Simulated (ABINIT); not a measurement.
# InP (F-43m): a self-consistent loop beyond G0W0, cycle by cycle, part 2 of 2

Aim: iterate the self-energy on InP (F-43m) and follow the gap from cycle to cycle.

ABINIT 10.8.3; PBE and many-body steps on it, plane waves. Known limits of the many-body steps: not at the basis limit; mesh may overstate the screening; no spin-orbit coupling; coarse k mesh.

So far. Step 3 (Screening, 4×4×4 mesh, 387 bands, screening to 359.2 eV): Local fields lower ε∞ by 5 %. On a Γ-centred mesh this coarse the value itself is usually too large, while a short band sum pulls it down. Step 4 (G0W0): The gap on the mesh goes from 0.69 eV to 1.35 eV, a correction of +0.67 eV.

## (5) evGW0, cycle 1

This step: evGW0 on PBE, plane waves, norm-conserving pseudopotentials.

File run.abi:

```
acell 3*1.0 Angstrom
rprim 
  -0.000000000000 2.934350000000 2.934350000000
  2.934350000000 -0.000000000000 2.934350000000
  2.934350000000 2.934350000000 -0.000000000000
ntypat 2
znucl 49 15
natom 2
typat 1 2
xred 
  0.000000000000 0.000000000000 0.000000000000
  0.250000000000 0.250000000000 0.250000000000
pp_dirpath "pseudos"
pseudos "In.upf, P.upf"
ecut 33
ngkpt 4 4 4
nshiftk 1
shiftk 0 0 0
kptopt 1
chksymbreak 0
istwfk *1
occopt 1
irdwfk 1
optdriver 4
nband 387
gwcalctyp 10
ecutsigx 33
symsigma 1
nkptgw 8
kptgw 
  0.0000000000 0.0000000000 0.0000000000
  0.2500000000 0.0000000000 0.0000000000
  0.5000000000 0.0000000000 0.0000000000
  0.2500000000 0.2500000000 0.0000000000
  0.5000000000 0.2500000000 0.0000000000
  -0.2500000000 0.2500000000 0.0000000000
  0.5000000000 0.5000000000 0.0000000000
  -0.2500000000 0.5000000000 0.2500000000
bdgw 
  11 23
  11 23
  11 23
  11 23
  11 23
  11 23
  11 23
  11 23
ecuteps 13.2
irdscr 1
ppmodel 1
indata_prefix "in"
outdata_prefix "out"
tmpdata_prefix "tmp"
```

Launch:

```
> OMP_NUM_THREADS=1 mpirun -n 8 abinit run.abi > log
```

What it wrote:

```text
.Version 10.8.3 of ABINIT. v10.8.2 released Aug 2026.

 Symmetries : space group F-4 3 m (#216); Bravais cF (face-center cubic)
[... echo of the input left out ...]
== DATASET  1 ==================================================================
-   mpi_nproc: 8, omp_nthreads: 1 (-1 if OMP is not activated)

--- !DatasetInfo
iteration_state: {dtset: 1, }
dimensions: {natom: 2, nkpt: 8, mband: 387, nsppol: 1, nspinor: 1, nspden: 1, mpw: 3119, }
cutoff_energies: {ecut:  33.0, pawecutdg:  -1.0, }
electrons: {nelect:   2.60000000E+01, charge:   0.00000000E+00, occopt:   1.00000000E+00, tsmear:   1.00000000E-02, }

 SIGMA: Calculation of the GW corrections

 Based on a program developped by R.W. Godby, V. Olevano, G. Onida, and L. Reining.
 Incorporated in ABINIT by V. Olevano, G.-M. Rignanese, and M. Torrent.
.Using double precision arithmetic ; gwpc =  8

[... cell and pseudopotentials left out ...]
--------------------------------------------------------------------------------

 ==== K-mesh for the wavefunctions ====
 Number of points in the irreducible wedge :     8
[... list of points left out ...]
 Together with 24 symmetry operations and time-reversal symmetry
 yields    64 points in the full Brillouin Zone.

 ==== Q-mesh for screening function ====
 Number of points in the irreducible wedge :     8
[... list of points left out ...]
 Together with 24 symmetry operations and time-reversal symmetry
 yields    64 points in the full Brillouin Zone.

 vcoul_init : cutoff-mode = AUXILIARY_FUNCTION
 q-points for optical limit:   1
     1)      0.000010    0.000020    0.000030
 setmesh: FFT mesh size selected  =    45x   45x   45
          total number of points  =        91125

 Number of electrons calculated from density =   26.0000; Expected =   26.0000
[...]
spin       : 1
KS_gap     :    4.074
QP_gap     :    4.657
Delta_QP_KS:    0.583
data: !SigmaeeData |
     Band     E_DFT   <VxcDFT>   E(N-1)  <Hhartree>   SigX  SigC[E(N-1)]    Z     dSigC/dE  Sig[E(N)]  DeltaE  E(N)_pert E(N)_diago
[...]
--- !SelfEnergy_ee
iteration_state: {dtset: 1, }
kpoint     : [  -0.250,    0.500,    0.250, ]
spin       : 1
KS_gap     :    7.186
QP_gap     :    7.772
Delta_QP_KS:    0.586
data: !SigmaeeData |
     Band     E_DFT   <VxcDFT>   E(N-1)  <Hhartree>   SigX  SigC[E(N-1)]    Z     dSigC/dE  Sig[E(N)]  DeltaE  E(N)_pert E(N)_diago
[...]
22    19.405    -8.931    19.405    28.336    -2.766    -6.580     0.742    -0.348    -9.239    -0.307    19.097    18.990
       23    21.611   -11.083    21.611    32.694    -3.941    -7.615     0.701    -0.426   -11.415    -0.332    21.279    21.138

 New Fermi energy :        1.738622E-01 Ha ,    4.731031E+00 eV

 === QP Band Gaps ===
  >>>> For spin  1
   Minimum direct gap =   1.5494 [eV], located at k-point      :   0.0000  0.0000  0.0000
   Fundamental gap    =   1.5494 [eV], Top of valence bands at :   0.0000  0.0000  0.0000
                                       Bottom of conduction at :   0.0000  0.0000  0.0000

 writing QP data on file : out_QPS

 Convergence of QP corrections
 >>>>> For spin  1 <<<<<
.  kptgw no:  1; Maximum DeltaE = ( -12.239  -0.000) for band index:  1
.  kptgw no:  2; Maximum DeltaE = (   0.033   0.000) for band index:  2
.  kptgw no:  3; Maximum DeltaE = (  -0.060  -0.000) for band index:  1
[...]
.  kptgw no:  7; Maximum DeltaE = (  -0.142   0.000) for band index:  2
.  kptgw no:  8; Maximum DeltaE = (  -0.086  -0.000) for band index:  2

== END DATASET(S) ==============================================================
================================================================================

 -outvars: echo values of variables after computation  --------
           etotal      0.0000000000E+00
            nband         387
             nkpt           8
          spgroup         216
 [... the other variables as echoed above ...]

 Calculation completed.
```

It took 40 min on 8 MPI ranks of AMD EPYC 7B13 (Zen 3), shared host; peak memory 6.3 GiB.

Numbers from this step:

| Quantity | Value |
| --- | --- |
| quasiparticle gap on the mesh | 1.550 eV |
| gap of the density functional on the mesh | 0.6876 eV |
| k of the valence top | 0, 0, 0 |
| k of the conduction bottom | 0, 0, 0 |
| Z at the valence top | 0.775 |
| Z at the conduction bottom | 0.79 |
| least direct quasiparticle gap on the computed points | 1.550 eV |

Against G0W0 in ABINIT (4×4×4 mesh, 387 bands, screening to 359.2 eV, Godby-Needs plasmon pole), the gap moves by +0.196 eV. This first cycle still uses the starting levels; it takes the full correction, at all points of the mesh, and its linearised value is 1.354 eV.

## (6) evGW0, cycle 2

The corrected levels of the last cycle go back in.

run.abi, as its differences from that of step 5:

```diff
@@ -50,2 +50,3 @@
 ppmodel 1
+irdqps 1
 indata_prefix "in"
```

What it wrote:

```text
.Version 10.8.3 of ABINIT. v10.8.2 released Aug 2026.

 Symmetries : space group F-4 3 m (#216); Bravais cF (face-center cubic)
[... echo of the input left out ...]
== DATASET  1 ==================================================================
-   mpi_nproc: 8, omp_nthreads: 1 (-1 if OMP is not activated)

--- !DatasetInfo
iteration_state: {dtset: 1, }
dimensions: {natom: 2, nkpt: 8, mband: 387, nsppol: 1, nspinor: 1, nspden: 1, mpw: 3119, }
cutoff_energies: {ecut:  33.0, pawecutdg:  -1.0, }
[...]
.  kptgw no:  3; Maximum DeltaE = (  -0.029  -0.000) for band index:  1
[...]
.  kptgw no:  7; Maximum DeltaE = (   0.079  -0.001) for band index: 13
.  kptgw no:  8; Maximum DeltaE = (   0.081  -0.000) for band index: 12

== END DATASET(S) ==============================================================
================================================================================

 -outvars: echo values of variables after computation  --------
           etotal      0.0000000000E+00
            nband         387
             nkpt           8
          spgroup         216
 [... the other variables as echoed above ...]

 Calculation completed.
```

It took 40 min on 8 MPI ranks; peak memory 6.3 GiB; 5.4 h of CPU time.

This step gave:

```yaml
quasiparticle_gap_on_the_mesh: 1.428 eV
gap_of_the_density_functional_on_the_mesh: 0.6876 eV
k_of_the_valence_top: 0, 0, 0
k_of_the_conduction_bottom: 0, 0, 0
least_direct_quasiparticle_gap_on_the_computed_points: 1.428 eV
```

Against the cycle before, the gap moves by −0.122 eV.

## (7) The runs together

Times are wall times on 8 MPI ranks of AMD EPYC 7B13 (Zen 3), shared host, good to a factor of about two. A run's time includes the screening step that it read.

| run | mesh | bands | screening cutoff (eV) | DFT gap (eV) | gap on the mesh (eV) | direct (eV) | ε∞ used | time |
| --- | --- | --- | --- | --- | --- | --- | --- | --- |
| G0W0 | 4×4×4 | 387 | 359.2 | 0.688 | 1.354 | 1.354 | 47.17 | 6.5 min |
| evGW0, cycle 1 | 4×4×4 | 387 | 359.2 | 0.688 | 1.550 | 1.550 | 47.17 | 43 min |
| evGW0, cycle 2 | 4×4×4 | 387 | 359.2 | 0.688 | 1.428 | 1.428 | 47.17 | 43 min |

## (8) Outcome

```
G0W0           : 1.354 eV
evGW0, cycle 1 : 1.550 eV
evGW0, cycle 2 : 1.428 eV
known limits   : not at the basis limit; mesh may overstate the screening; no spin-orbit coupling; coarse k mesh
```

Only the bands that the input lists are updated; the others, empty or deep, keep the functional's energies or take a rigid shift. evGW0 ends at 1.43 eV, +0.07 eV from G0W0, after 2 cycles that took 81 min beside the first screening; the last moved the gap by 0.122 eV, so the loop had not settled. The first cycle of evGW0 takes the full correction, without the factor Z, so it overshoots the one-shot value. Bands and cutoff are finite, so the gap is not at the basis limit. The miss can reach some tenths of an eV and take either sign; the mesh is an error of its own. The 4×4×4 mesh is coarse for this cell, which bears on the long-range parts of exchange and screening. The RPA ε∞ on this mesh reaches over 25; with a narrow direct gap a coarse mesh can overstate it, and the correction is then too small. The many-body steps are scalar-relativistic: spin-orbit coupling is not in them.

[Paths, hosts, dates, memory and timing lines, banners, echoed tables and standing remarks are left out of the program output.]

[Logs are printed without paths, hosts, clocks, repeated set-up lines and the standing remarks that a program may print on its own settings, such as how far it seeks lower states.]

[Runs of the session that timed out or met a known fault of the program may be left out.]

[Hosts, paths, dates, database ids (printed as entryN), source tags and the programs' standing remarks are cut or masked in the printed files.]

[G0W0 gaps are taken among the corrected bands and points alone; a level outside them can change the order at an edge.]

[Where Ansatz stands beside ABINIT at settings called matched, ABINIT's density can come from a denser mesh and the files from another edition; pairs whose starting gaps differed by over 0.03 eV were left out, so agreement reads better than it is.]
